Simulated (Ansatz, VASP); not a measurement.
**C: VASP beside Ansatz**

```xyz
3
Lattice="2.6052 0.0000 0.0000 -1.3026 2.2562 0.0000 0.0000 0.0000 2.8012" Properties=species:S:1:pos:R:3 pbc="T T T"
C    -0.6513    1.8802    0.4669
C     0.0000    0.7521    2.3343
C     0.6513    1.8802    1.4006
```

Alike in both runs: functional PBE; k mesh 6 × 6 × 6; occupations gaussian, width 0.1 eV; no spin polarisation.

Ansatz relaxed the structure, and its values are those at the end. VASP's run is a single point on that final structure, the one shown.

```csv
,VASP,Ansatz
version,VASP 6.6.1,Ansatz 0.2.0
potentials or method,"VASP PAW PBE potentials, release 64 (C)","scalar-relativistic, plane waves, PAW"
plane-wave cutoff (eV),520,420
valence electrons in the cell,12,12
```

```tsv
	VASP	Ansatz	Ansatz less VASP
gap on the k mesh at the Fermi level (eV)	1.93	1.94	+0.015
least direct gap on the mesh (eV)	4.93	4.93	+0.003
pressure (GPa)	0.4	-0.1	-0.51
```

With one functional, cell and mesh, what is left measures potentials, basis and numerics.

Caveats: the k mesh is coarse (spacing up to 0.46 Å⁻¹), so the values aren't converged.
